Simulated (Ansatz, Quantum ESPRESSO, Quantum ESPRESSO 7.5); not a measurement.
# H-SnSn-H chair, 1 layer: response to a perpendicular field

Wanted: polarisability and gap of H-SnSn-H chair, 1 layer against a perpendicular field.

Calculated with Quantum ESPRESSO 7.5; plane-wave DFT, PBE, PseudoDojo norm-conserving pseudopotentials (geometry and cross-check by Ansatz 0.2.0 with PAW datasets; geometry under PBE).

## 1. Set-up

The cell holds 4 atoms: 2 H and 2 Sn. Its edges and angles: a = 4.587 Å, b = 4.587 Å, c = 21.327 Å, α = 90.0°, β = 90.0°, γ = 120.0°. Vacuum lies along c.

This sheet is a model structure: its symmetry is held, and its stability is not tested here.

## 2. Geometry from Ansatz

A relaxation in Ansatz fixes the structure of this slab for the runs on it.

File input.yaml:

```yaml
crystal:
  lattice:
    - [4.587, 0.0, 0.0]
    - [-2.2935, 3.9724585272, 0.0]
    - [0.0, 0.0, 21.3266666667]
  atoms:
    - { symbol: H, position: [0.6666666667, 0.3333333333, 0.3985620506] }
    - { symbol: Sn, position: [0.6666666667, 0.3333333333, 0.4782744608] }
    - { symbol: Sn, position: [0.3333333333, 0.6666666667, 0.5217255392] }
    - { symbol: H, position: [0.3333333333, 0.6666666667, 0.6014379494] }
kpoints:
  mp_grid: { grid: [6, 6, 1] }
hamiltonian:
  xc: pbe
scf:
  occupations: { method: fermi_dirac, width: 0.05 }
  convergence: { dr2_threshold: 1.0e-08 }
efield:
  axis: 3
  dipole_correction: true
  ramp_position: 0.97
  ramp_width: 0.04
relax:
  f_tol: 0.01
  cell: { fix: [c, alpha, beta] }
output:
  write_potential: true
  write_density: true
  volumetric_format: npy
```

Command:

```console
> ansatz run input.yaml --threads 4 --pin off --max-ram 8192MiB --backend cpu --events-out ev --progress --plain --runs-dir out
```

Numbers of over 12 decimals in the logs are rounded to 6 here.

The log of the run:

```text
Warning: relax.cell: scf.convergence.dr2_threshold = 1e-8 eV is looser than the 4e-10 eV advised for a relaxation that steers and ends on the stress (1e-10 eV for each atom of the cell: 4). What an SCF threshold leaves in a stress goes as its square root, and in the free energy as the threshold itself, and one threshold admits the most on a small cell: [figures from the program's tests cut] Set scf.convergence.dr2_threshold to 4e-10 eV or tighter. The threshold is an SCF's pass mark: one that does not reach it within its budget of iterations ends unconverged, or closes short of it on a stop that the run arms, and scf.convergence.dr2_threshold's page says what that costs each kind of run
Engine: ansatz 0.2.0, aarch64-unknown-linux-gnu
Pseudopotentials: kind: paw
Pseudopotential: H, paw, valence charge 1, recommended cutoff 420 eV (normal), H.paw.azcp
Pseudopotential: Sn, paw, valence charge 14, recommended cutoff 420 eV (normal), Sn.paw.azcp
Functional definition: PBE
  parameter kappa = 0.804
  parameter beta = 0.066725
  exchange = pbe_x(kappa = kappa, mu = beta*pi^2/3)
  correlation = pbe_c(beta = beta)
Crystal: 4 atoms, lattice volume = 388.607 Å³
Basis set: ecut = 420 eV, 7637 PW (Γ), exchange–correlation on 64×64×288 points (8 copies of the dense FFT grid, shifted against one another)
Bands: 19, of which v1, the nominal top of the filled ones, is band 15 counted from 1 (14 counted from 0)
Symmetry: 6 space group operations
k-points: 7 of 36 (time reversal used)
Non-local potential: H, projectors of the file, l = 0: 2, l = 1: 1
Non-local potential: Sn, projectors of the file, l = 0: 2, l = 1: 2, l = 2: 2, l = 3: 2
PAW form: soft (Blöchl's): semilocal exchange-correlation on the pseudo side does not see the compensation charge
PAW one-centre angular grid: H, 110 points (default); XC on 64 Gauss nodes
PAW one-centre angular grid: Sn, 590 points (default); XC on 64 Gauss nodes
Initial density: superposition of atomic densities (neutral atoms: chi_scale 0, normalization atom), corrected by the library's trained network
Initial wavefunctions: pseudopotential atomic-orbital guess
Functional: x = pbe(κ = 0.804, μ = 0.219515), c = pbe(β = 0.066725)
SCF iter   1: F=—  HF=-12079.275703 eV  |F-HF|=—  |Δ(HF+E_count)|=         —  Δρ=8.21e-4  dr2=5.11e-3  ethr=1.77e-3  p=-0.000 e·Å  D=-3.59e-5 V/Å  ΔV_dip=0.00 eV  dr2_dipole=1.26e-8  V_vac-E_F(+/−)=4.41/4.41 eV  ⟨swp⟩=8.3  Hψ=843  notcnv=0
efield: sawtooth ramp at fractional position 0.9700 (set: `efield.ramp_position`, or a place that a band, a saddle search or an elastic batch's reference lends), width 0.0400; the density the first Hamiltonian is built on has a dipole p = -0.000 e·Å; the dipole correction subtracts the counter field D = -3.59e-5 V/Å, which shifts the + side's vacuum level by +0.00 eV against the − side's; the planar-averaged density in the ramp window peaks in size at 4.3e-6 e/Å³
preconditioner: auto → Resta (q_TF=auto, 1.780 Å⁻¹)  ε∞=1.6  [insulator: Δε(μ)=0.801 eV  Ē_g=7.933 eV  σ=0.050 eV  W_gap=1.00  n_scr=42 (ndim 8)  ℏωp=6.0 eV  f_vac=0.736  D(μ)=0.00/eV (n_scr^D=0)  ε∞_Penn≈1.6  vacuum switching on, ρ_ref=4.6e-3 e/Å³]
SCF iter   2: F=—  HF=-12079.276209 eV  |F-HF|=—  |Δ(HF+E_count)|=   5.06e-4  Δρ=2.81e-4  dr2=6.39e-4  ethr=1.70e-5  p=0.000 e·Å  D=6.57e-6 V/Å  ΔV_dip=-0.00 eV  dr2_dipole=9.83e-9  V_vac-E_F(+/−)=4.32/4.32 eV  ⟨swp⟩=2.1  Hψ=318  notcnv=0
SCF iter   3: F=—  HF=-12079.276430 eV  |F-HF|=—  |Δ(HF+E_count)|=   2.21e-4  Δρ=9.11e-5  dr2=6.21e-5  ethr=2.13e-6  p=-0.000 e·Å  D=-4.26e-5 V/Å  ΔV_dip=0.00 eV  dr2_dipole=5.00e-8  V_vac-E_F(+/−)=4.27/4.27 eV  ⟨swp⟩=3.0  Hψ=254  notcnv=0
SCF iter   4: F=—  HF=-12079.276536 eV  |F-HF|=—  |Δ(HF+E_count)|=   1.06e-4  Δρ=2.51e-5  dr2=4.08e-6  ethr=2.07e-7  p=0.000 e·Å  D=6.31e-5 V/Å  ΔV_dip=-0.00 eV  dr2_dipole=1.29e-7  V_vac-E_F(+/−)=4.24/4.24 eV  ⟨swp⟩=2.1  Hψ=182  notcnv=0
SCF iter   5: F=—  HF=-12079.276584 eV  |F-HF|=—  |Δ(HF+E_count)|=   4.80e-5  Δρ=1.20e-5  dr2=1.96e-6  ethr=1.36e-8  p=-0.000 e·Å  D=-1.02e-4 V/Å  ΔV_dip=0.00 eV  dr2_dipole=3.40e-7  V_vac-E_F(+/−)=4.24/4.24 eV  ⟨swp⟩=3.0  Hψ=249  notcnv=0
SCF iter   6: F=—  HF=-12079.276584 eV  |F-HF|=—  |Δ(HF+E_count)|=   5.67e-8  Δρ=6.66e-6  dr2=8.14e-7  ethr=6.52e-9  p=0.000 e·Å  D=6.94e-5 V/Å  ΔV_dip=-0.00 eV  dr2_dipole=1.56e-7  V_vac-E_F(+/−)=4.24/4.24 eV  ⟨swp⟩=3.0  Hψ=244  notcnv=0
SCF iter   7: F=—  HF=-12079.276584 eV  |F-HF|=—  |Δ(HF+E_count)|=   3.15e-8  Δρ=2.28e-6  dr2=8.75e-8  ethr=2.71e-9  p=0.000 e·Å  D=2.22e-5 V/Å  ΔV_dip=-0.00 eV  dr2_dipole=1.60e-8  V_vac-E_F(+/−)=4.24/4.24 eV  ⟨swp⟩=1.6  Hψ=140  notcnv=0
SCF iter   8: F=-12079.276584 eV  HF=-12079.276584 eV  |F-HF|=3.00e-10  |Δ(HF+E_count)|=   2.05e-8  Δρ=5.27e-7  dr2=2.92e-9  ethr=3.33e-11  p=0.000 e·Å  D=3.59e-6 V/Å  ΔV_dip=-0.00 eV  dr2_dipole=4.64e-10  V_vac-E_F(+/−)=4.24/4.24 eV  ⟨swp⟩=7.7  Hψ=854  notcnv=0
SCF 1 converged in 8 iterations: F = -12079.276584 eV  dr2 = 2.92e-9
  greatest PAW one-centre occupation: 0.990 electrons in one spin orbital (limit 2), on the Sn atom at site 1 (counted from 0), in its partial waves of l = 2
relax step   1: F+E_penalty+E_count = -12079.27658398 eV  Δ(F+E_penalty+E_count) = +0.000e0 eV  max|allowed force component| = 5.594e-1 eV/Å  Δτ_max = 0.0000 Å  P = +0.459 GPa  Ω = 388.607 Å³  fix = [c, alpha, beta]  reactions: c +0.519 GPa  (8 SCF iters, accepted)
Crystal: 4 atoms, lattice volume = 405.467 Å³
Basis set: ecut = 420 eV, 7937 PW (Γ), exchange–correlation on 64×64×288 points (8 copies of the dense FFT grid, shifted against one another)
Initial density: handed on by an earlier stage of this run
Initial wavefunctions: those handed on with the density
iter 1 solved again at ethr=1.96e-4 eV; its pass at ethr=3.10e-3 eV (dr2=5.88e-2 eV) is discarded
SCF iter   1: F=—  HF=-12079.285973 eV  |F-HF|=—  |Δ(HF+E_count)|=         —  Δρ=4.47e-3  dr2=5.88e-2  ethr=1.96e-4  p=0.000 e·Å  D=4.09e-6 V/Å  ΔV_dip=-0.00 eV  dr2_dipole=5.17e-10  V_vac-E_F(+/−)=4.71/4.71 eV  ⟨swp⟩=1.9  Hψ=970  notcnv=0
efield: sawtooth ramp at fractional position 0.9700 (set: `efield.ramp_position`, or a place that a band, a saddle search or an elastic batch's reference lends), width 0.0400; the density the first Hamiltonian is built on has a dipole p = 0.000 e·Å; the dipole correction subtracts the counter field D = 4.09e-6 V/Å, which shifts the + side's vacuum level by -0.00 eV against the − side's; the planar-averaged density in the ramp window peaks in size at 8.7e-7 e/Å³
[...]
SCF iter   7: F=—  HF=-12079.319355 eV  |F-HF|=—  |Δ(HF+E_count)|=   2.26e-8  Δρ=1.69e-6  dr2=6.31e-8  ethr=3.33e-11  p=-0.000 e·Å  D=-1.99e-5 V/Å  ΔV_dip=0.00 eV  dr2_dipole=1.28e-8  V_vac-E_F(+/−)=4.62/4.62 eV  ⟨swp⟩=9.6  Hψ=857  notcnv=0
SCF iter   8: F=-12079.319355 eV  HF=-12079.319355 eV  |F-HF|=1.37e-9  |Δ(HF+E_count)|=   1.07e-8  Δρ=4.46e-7  dr2=2.24e-9  ethr=3.33e-11  p=-0.000 e·Å  D=-3.35e-6 V/Å  ΔV_dip=0.00 eV  dr2_dipole=3.69e-10  V_vac-E_F(+/−)=4.62/4.62 eV  ⟨swp⟩=7.6  Hψ=794  notcnv=0
SCF 3 converged in 8 iterations: F = -12079.319355 eV  dr2 = 2.24e-9
relax step   3: F+E_penalty+E_count = -12079.31935467 eV  Δ(F+E_penalty+E_count) = -4.277e-2 eV  max|allowed force component| = 7.778e-2 eV/Å  Δτ_max = 0.0417 Å  P = +0.137 GPa  Ω = 400.836 Å³  energy of the carried Pulay correction = -1.138e-3 eV  fix = [c, alpha, beta]  reactions: c -0.058 GPa  (8 SCF iters, accepted)
[...]
relax step   4: F+E_penalty+E_count = -12079.32500691 eV  Δ(F+E_penalty+E_count) = -5.652e-3 eV  max|allowed force component| = 4.341e-2 eV/Å  Δτ_max = 0.0105 Å  P = +0.026 GPa  Ω = 408.430 Å³  energy of the carried Pulay correction = -1.828e-3 eV  fix = [c, alpha, beta]  reactions: c -0.027 GPa  (6 SCF iters, accepted)
[...]
relax step   5: F+E_penalty+E_count = -12079.32519502 eV  Δ(F+E_penalty+E_count) = -1.881e-4 eV  max|allowed force component| = 1.561e-3 eV/Å  Δτ_max = 0.0020 Å  P = -0.001 GPa  Ω = 410.456 Å³  energy of the carried Pulay correction = -2.009e-3 eV  fix = [c, alpha, beta]  reactions: c -0.000 GPa  (6 SCF iters, accepted)
Initial wavefunctions: pseudopotential atomic-orbital guess (no wavefunctions were taken with the density)
iter 1 solved again at ethr=1.79e-7 eV; its pass at ethr=3.10e-3 eV (dr2=5.38e-5 eV) is discarded
SCF iter   1: F=—  HF=-12079.325904 eV  |F-HF|=—  |Δ(HF+E_count)|=         —  Δρ=7.88e-5  dr2=1.69e-6  ethr=1.79e-7  p=-0.000 e·Å  D=-1.68e-6 V/Å  ΔV_dip=0.00 eV  dr2_dipole=1.26e-10  V_vac-E_F(+/−)=4.76/4.76 eV  ⟨swp⟩=3.9  Hψ=1241  notcnv=0
efield: sawtooth ramp at fractional position 0.9700 (set: `efield.ramp_position`, or a place that a band, a saddle search or an elastic batch's reference lends), width 0.0400; the density the first Hamiltonian is built on has a dipole p = -0.000 e·Å; the dipole correction subtracts the counter field D = -1.68e-6 V/Å, which shifts the + side's vacuum level by +0.00 eV against the − side's; the planar-averaged density in the ramp window peaks in size at 4.0e-7 e/Å³
preconditioner: auto → Resta (q_TF=auto, 1.764 Å⁻¹)  ε∞=1.6  [insulator: Δε(μ)=0.432 eV  Ē_g=7.759 eV  σ=0.050 eV  W_gap=0.97  n_scr=40 (ndim 8)  ℏωp=5.8 eV  f_vac=0.739  D(μ)=0.04/eV (n_scr^D=0)  ε∞_Penn≈1.6  vacuum switching on, ρ_ref=4.4e-3 e/Å³]
SCF iter   2: F=—  HF=-12079.326969 eV  |F-HF|=—  |Δ(HF+E_count)|=   1.07e-3  Δρ=3.94e-5  dr2=3.98e-7  ethr=5.63e-9  p=0.000 e·Å  D=1.86e-6 V/Å  ΔV_dip=-0.00 eV  dr2_dipole=7.93e-11  V_vac-E_F(+/−)=4.76/4.76 eV  ⟨swp⟩=3.4  Hψ=265  notcnv=0
SCF iter   3: F=—  HF=-12079.327478 eV  |F-HF|=—  |Δ(HF+E_count)|=   5.09e-4  Δρ=6.03e-6  dr2=2.12e-8  ethr=1.33e-9  p=-0.000 e·Å  D=-4.80e-6 V/Å  ΔV_dip=0.00 eV  dr2_dipole=7.94e-10  V_vac-E_F(+/−)=4.76/4.76 eV  ⟨swp⟩=2.9  Hψ=183  notcnv=0
SCF iter   4: F=-12079.327502 eV  HF=-12079.327502 eV  |F-HF|=7.44e-9  |Δ(HF+E_count)|=   2.39e-5  Δρ=7.09e-7  dr2=6.56e-9  ethr=3.33e-11  p=0.000 e·Å  D=6.26e-6 V/Å  ΔV_dip=-0.00 eV  dr2_dipole=1.14e-9  V_vac-E_F(+/−)=4.76/4.76 eV  ⟨swp⟩=13.9  Hψ=1058  notcnv=0
SCF 6 converged in 4 iterations: F = -12079.327502 eV  dr2 = 6.56e-9
relax step   6: F+E_penalty+E_count = -12079.32750168 eV  Δ(F+E_penalty+E_count) = -2.307e-3 eV  max|allowed force component| = 1.110e-3 eV/Å  Δτ_max = 0.0000 Å  P = +0.001 GPa  Ω = 410.456 Å³  fix = [c, alpha, beta]  reactions: c -0.002 GPa  stress off target by 2.41e-3 GPa on what of the cell is left free  SCF on the basis re-selected at this cell (its energy is not comparable with the rows above)  (4 SCF iters)
basis re-selected at this cell: Δ(F+E_penalty+E_count) = -2.307e-3 eV, ΔP = +0.002 GPa vs the last step (what re-selecting the basis moved, of the pressure what is left beyond the Pulay correction that the steps carried, after the strain that the cell walked since its last selection, with what the two solves' SCF thresholds leave and, on support functions, any second-order correction that the steps lacked; it is no m [...]
WARN: The output density's exchange-correlation potential varies sharply where the density is thin. Do not read a vacuum level from v_tot or v_xc, or from such a field of the output density. On a cell that repeats whose density bears no net charge and no dipole along the vacuum's axis use v_es (v_loc + v_h of the components); under efield.dipole_correction with no amplitude use v_es + v_field, which holds any externa [...]
SCF converged after 4 iterations
Free energy (F): -12079.327502 eV
Harris-Foulkes:  -12079.327502 eV  (|F-HF|=7.44e-9)
Internal energy: -12079.326954 eV  (E = F + TS)
E sigma→0 (E₀):  -12079.327228 eV
Entropy (-TS):   -0.000548 eV (-0.137 meV/atom)
Fermi energy:    -2.616325 eV
Dipole field:    D = -0.000025 V/Å  (p = -0.000058 e·Å, saw-weighted, corrected)
Work function:   Φ+ = 4.7570 eV   Φ− = 4.7565 eV
Levels:          The Fermi level and band energies are counted from a zero that moves with the ramp; work functions are not
--- Per-component energies (eV) ---
  E_band       = -542.934379
  E_kinetic    = 399.237407
  E_local      = -13569.750193  (includes V_loc(G=0)·N_el)
  E_nonlocal   = -60.564935
  E_hartree    = 6810.015059
  E_xc         = -779.708735
  E_vxc        = -211.257263  (∫ρ·V_xc dr)
  E_paw        = -8279.047814  (= ΣΔE_a)
  E_vpaw       = -720.629900  (= ΣTr[D̂ρ^β])
  E_aug_tail   = -0.002270  (compensation charges beyond the density's cutoff)
  E_efield     = 0.000000  (sawtooth field / dipole correction)
  E_vefield    = 0.000163  (∫n·V_field dr)
  E_ewald      = 3400.494528
  E_smearing   = -0.000548  (= −TS)
  E_closure    = -0.000000  (closes the sum)
  Σ components = -12079.327502   (vs F -12079.327502, Δ=0.00e0)
--- Forces (eV/Å), atoms counted from 1 ---
  atom   1  H     -0.00000000    -0.00000000     0.00111623
  atom   2  Sn     0.00000000    -0.00000000     0.00088470
  atom   3  Sn     0.00000000     0.00000000    -0.00088371
  atom   4  H     -0.00000000     0.00000000    -0.00109430
  max |Σ_I F_I| component: 2.29e-5 eV/Å
--- Stress (GPa, compression-positive) ---
        0.002414       0.000000      -0.000000
        0.000000       0.002414      -0.000000
       -0.000000      -0.000000      -0.002118
  P = ⅓ Tr σ = 0.0009 GPa (0.009 kbar)
--- Band table (eV; the first three rows and the last of 7) ---
  k-point 0: bands = [... 11 lower, -8.1311, -4.9914, -2.8501, -2.8501, -2.4177, 0.5819, 0.5819, 0.7465]
  k-point 1: bands = [... 11 lower, -8.2358, -5.0384, -4.5038, -3.2476, -1.0733, 0.6279, 0.8759, 1.3040]
  k-point 2: bands = [... 11 lower, -8.7739, -5.5790, -5.1458, -3.8116, -1.1424, 0.8565, 1.2670, 2.4234]
  k-point 6: bands = [... 11 lower, -10.0085, -5.4245, -5.4244, -5.2445, 1.0347, 1.0347, 1.1917, 2.4820]
--- Relaxed structure (5 steps of the walk, 4 accepted, 1 SCFs on fresh bases) ---
  F+E_penalty+E_count = -12079.32750168 eV   max|allowed force component| = 1.110e-3 eV/Å   (the final SCF, on the basis selected at the relaxed cell)
  cell:  # Å, volume = 410.4557 Å³
    - [4.714182, 9.413355727037759e-18, 0]
    - [-2.357091, 4.082601, 0]
    - [0, 0, 21.3266666667]
  atoms:
    - { symbol: H, position: [0.666667, 0.333333, 0.399246] }
    - { symbol: Sn, position: [0.666667, 0.333333, 0.480695] }
    - { symbol: Sn, position: [0.333333, 0.666667, 0.519305] }
    - { symbol: H, position: [0.333333, 0.666667, 0.600754] }
```

Elapsed: 14 s, on 4 threads of Arm Neoverse V1, shared host; peak memory 0.6 GiB; 38 s of CPU time.

The steps of the relaxation:

| step | energy less that of the first step (eV) | largest force component (eV/Å) | pressure (GPa) | volume (Å³) |
| --- | --- | --- | --- | --- |
| 1 | 0.0000 | 0.5594 | 0.46 | 388.61 |
| 2 | 0.0073 | 0.6754 | 0.34 | 405.47 |
| 3 | -0.0428 | 0.0778 | 0.14 | 400.84 |
| 4 | -0.0484 | 0.0434 | 0.03 | 408.43 |
| 5 | -0.0486 | 0.0016 | 0.00 | 410.46 |
| 6* | -0.0509 | 0.0011 | 0.00 | 410.46 |

Relaxation steps marked * repeat the geometry before them on a plane-wave basis chosen anew for their cell, so energy and pressure can jump there. Relaxation step 2 was tried and not accepted.

Forces are held to the 6 operations that the run works with; a distortion that breaks them can't arise in this run.

```csv
cell as run,before,after,change
a (Å),4.587,4.714,+2.8 %
b (Å),4.587,4.714,+2.8 %
```

The atoms that moved most (Å, along periodic axes as changes of fractional coordinates times the final cell, across vacuum about the mean position):

```
atom     dx     dy      dz  length
 Sn2  0.000  0.000   0.052   0.052
 Sn3  0.000  0.000  -0.052   0.052
  H4  0.000  0.000  -0.015   0.015
  H1  0.000  0.000   0.015   0.015
```

Final coordinates:

```cif
data_structure
_symmetry_space_group_name_H-M 'P 1'
_symmetry_Int_Tables_number 1
_cell_length_a 4.7142
_cell_length_b 4.7142
_cell_length_c 21.3267
_cell_angle_alpha 90.000
_cell_angle_beta 90.000
_cell_angle_gamma 120.000
_cell_volume 410.46
loop_
_atom_site_label
_atom_site_type_symbol
_atom_site_fract_x
_atom_site_fract_y
_atom_site_fract_z
_atom_site_occupancy
H1 H 0.66667 0.33333 0.39925 1
Sn2 Sn 0.66667 0.33333 0.48070 1
Sn3 Sn 0.33333 0.66667 0.51930 1
H4 H 0.33333 0.66667 0.60075 1
```

Read from the output:

| Property | Result |
| --- | --- |
| free energy | -12079.3275 eV |
| energy at zero smearing | -12079.3272 eV |
| smearing term TS | 5.48e-4 eV |
| Fermi energy | -2.616 eV |
| gap by band count | 0.4324 eV |
| symmetry operations | 6 |
| dipole along the normal | -5.78e-5 e·Å |
| vacuum level at the upper face over a Fermi level inside the gap | 4.757 eV |
| vacuum level at the lower face over a Fermi level inside the gap | 4.757 eV |

(Part 1 of 5 ends here.)

[Logs are printed without paths, hosts, clocks, repeated set-up lines and the standing remarks that a program may print on its own settings, such as how far it seeks lower states.]

[Hosts, paths, dates, database ids (printed as entryN), source tags and the programs' standing remarks are cut or masked in the printed files.]

[Maps of the electrostatic potential energy from Ansatz leave out the sawtooth potential of an applied field or a dipole correction, so their vacuum need not be flat; planar profiles and work functions include it.]
